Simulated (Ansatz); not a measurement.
Computed with Ansatz on PBE0-D4/def2-TZVP structures; ΔE is electronic, products minus reactants. CBS: MP2 limit from def2 TZ/QZ plus the TZ coupled-cluster correction, frozen cores. This one scheme is used for every species. DFT in def2-TZVPP. B3LYP here is the variant with VWN-RPA as its local correlation; programs differ in this. Each species was taken in one conformer, which may not be the lowest.

Reaction (formal exchange of groups at the Al–O bond): `[OH][Al]([Cl])[O][SiH3]` + `OCCO` → `O[CH2][Al]([OH])[Cl]` + `OCO[SiH3]`

`[OH][Al]([Cl])[O][SiH3]`:

Z-matrix (Å, degrees):
```
Si
O 1 1.629
H 1 1.486 2 109.9
H 1 1.486 2 110.5 3 120.5
H 1 1.486 2 109.3 3 -119.6
Al 2 1.671 1 162.1 3 -80.9
Cl 6 2.076 2 120.2 1 1.6
O 6 1.680 2 122.2 1 -178.4
H 8 0.956 6 122.8 2 0.1
```

`OCCO`:

Z-matrix (Å, degrees):
```
C
C 1 1.511
O 1 1.405 2 111.3
H 1 1.094 2 110.1 3 119.3
H 1 1.103 2 109.4 3 -123.0
O 2 1.418 1 110.8 3 56.7
H 2 1.092 1 109.7 3 -59.7
H 2 1.098 1 110.6 3 -179.0
H 3 0.964 1 106.3 2 -41.9
H 6 0.961 2 108.4 1 72.1
```

`O[CH2][Al]([OH])[Cl]`:

Z-matrix (Å, degrees):
```
C
Al 1 1.961
O 1 1.425 2 112.9
H 1 1.101 2 111.5 3 -126.0
H 1 1.095 2 108.9 3 118.3
Cl 2 2.107 1 116.2 3 23.6
O 2 1.684 1 123.2 3 -157.5
H 3 0.960 1 109.1 2 -43.7
H 7 0.956 2 125.1 1 -178.6
```

`OCO[SiH3]`:

Z-matrix (Å, degrees):
```
C
O 1 1.405
O 1 1.381 2 110.1
H 1 1.095 2 110.7 3 -117.0
H 1 1.101 2 108.9 3 122.7
Si 2 1.645 1 124.2 3 174.7
H 3 0.962 1 108.3 2 61.2
H 6 1.490 2 110.9 1 60.8
H 6 1.480 2 106.4 1 -179.3
H 6 1.489 2 110.7 1 -59.2
```

| level | ΔE (kJ/mol) |
| --- | --- |
| B3LYP-D4 | 206.1 |
| ωB97M-V | 207.2 |
| r2SCAN | 209.2 |
| HF/CBS(def2) | 229.5 |

What does CCSD(T)/CBS give? (Estimate.)

Ansatz gave: +217.3 kJ/mol. The listed levels differ from it by -11.2, -10.1, -8.1, 12.2 kJ/mol.

Largest T1 diagnostic among the species: 0.011.

From PBE to PBE0 (25 % exact exchange), in def2-TZVPP and without D4, ΔE moves by +11.6 kJ/mol. In def2-TZVPP, CCSD(T) changes the Hartree–Fock value by −11.0 kJ/mol (the triples alone add −3.2 kJ/mol) and MP2 by −4.8 kJ/mol.

CCSD(T)/CBS has its own doubt, a few kJ/mol and more with outer-core shells, so smaller differences from it don't rank the levels.
